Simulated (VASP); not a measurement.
Input of a VASP 6.6.1 run:

The input POSCAR:

```
BN
1.0
    0.0000000000      1.8130010000      1.8130010000
    1.8130010000      0.0000000000      1.8130010000
    1.8130010000      1.8130010000      0.0000000000
N B
1 1
Direct
    0.2500000000      0.2500000000      0.2500000000
    0.0000000000      0.0000000000      0.0000000000
```

INCAR.step1

```
  ALGO = Normal
  EDIFF = 1E-5
  ENCUT = 520
  GGA = PE
  ISIF = 2
  ISMEAR = -1
  LASPH = T
  LCHARG = F
  LREAL = F
  LWAVE = T
  NBANDS = 11
  NELM = 80
  PREC = Accurate
  SIGMA = 0.05
```

File INCAR.step2:

```
  AEXX = 0.25
  ALGO = Normal
  EDIFF = 1E-6
  ENCUT = 520
  HFRCUT = -1
  ISIF = 2
  ISMEAR = -1
  ISTART = 1
  LASPH = T
  LCHARG = F
  LHFCALC = T
  LMIXTAU = T
  LREAL = F
  LWAVE = F
  METAGGA = R2SCAN
  NBANDS = 11
  NELM = 80
  PREC = Accurate
  PRECFOCK = Fast
  SIGMA = 0.05
```

Contents of KPOINTS:

```
k-points
0
Gamma
  7 7 7
```

KPOINTS_OPT

```
path GXWKGLUWLK,UX
10
line-mode
reciprocal
 0.0000000000  0.0000000000  0.0000000000  G
 0.5000000000  0.0000000000  0.5000000000  X

 0.5000000000  0.0000000000  0.5000000000  X
 0.5000000000  0.2500000000  0.7500000000  W

 0.5000000000  0.2500000000  0.7500000000  W
 0.3750000000  0.3750000000  0.7500000000  K

 0.3750000000  0.3750000000  0.7500000000  K
 0.0000000000  0.0000000000  0.0000000000  G

 0.0000000000  0.0000000000  0.0000000000  G
 0.5000000000  0.5000000000  0.5000000000  L

 0.5000000000  0.5000000000  0.5000000000  L
 0.6250000000  0.2500000000  0.6250000000  U

 0.6250000000  0.2500000000  0.6250000000  U
 0.5000000000  0.2500000000  0.7500000000  W

 0.5000000000  0.2500000000  0.7500000000  W
 0.5000000000  0.5000000000  0.5000000000  L

 0.5000000000  0.5000000000  0.5000000000  L
 0.3750000000  0.3750000000  0.7500000000  K

 0.6250000000  0.2500000000  0.6250000000  U
 0.5000000000  0.0000000000  0.5000000000  X
```

Potentials or basis: VASP PAW PBE potentials, release 64 (N, B).

The run is started by

```bash
$ cat potpaw_PBE.64/N/POTCAR potpaw_PBE.64/B/POTCAR > POTCAR
$ cp INCAR.step1 INCAR
$ mpirun -np 1 vasp_std > vasp.out
$ cp INCAR.step2 INCAR
$ mpirun -np 1 vasp_std > vasp.out
```

(1) Predict the band gap along the path.

(2) Predict the pressure.

(3) Estimate the band gap on the k mesh.

Answers

(1) 6.85 eV, indirect (least direct gap 11.70 eV).

(2) -10.7 GPa.

(3) 7.12 eV, indirect (least direct gap 11.70 eV).

Caveat: the k mesh is coarse (spacing up to 0.43 Å⁻¹), so the values aren't converged, least of all with exact exchange; the PAW data sets were made with another functional, which shifts forces and pressure a little; the mesh misses the band edges, which the band path finds closer together.
